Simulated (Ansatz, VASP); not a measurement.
**Two plane-wave programs on BeS**

```
Be S
1.0
     0.00000    2.43792    2.43792
     2.43792    0.00000    2.43792
     2.43792    2.43792    0.00000
Be S
1 1
Direct
  0.00000 0.00000 0.00000
  0.25000 0.25000 0.25000
```

Alike in both runs: functional PBE; k mesh 8 × 8 × 8; occupations gaussian, width 0.02 eV; no spin polarisation.

Ansatz relaxed the structure, and its values are those at the end. VASP's run is a single point on that final structure, the one shown.

```csv
,VASP,Ansatz
version,VASP 6.6.1,Ansatz 0.2.0
potentials or method,"VASP PAW PBE potentials, release 64 (Be, S)","scalar-relativistic, plane waves, PAW"
plane-wave cutoff (eV),520,420
valence electrons in the cell,8,8
```

VASP gave:

```
gap on the k mesh at the Fermi level (eV) : 3.15
least direct gap on the mesh (eV)         : 5.68
pressure (GPa)                            : 0.0
```

**Question.** Estimate Ansatz's values.

**Answer.** gap on the k mesh at the Fermi level (eV): 3.14; least direct gap on the mesh (eV): 5.66; pressure (GPa): 0.0.

A k mesh can miss the band edges. As with any semilocal functional, this PBE gap is likely too small.
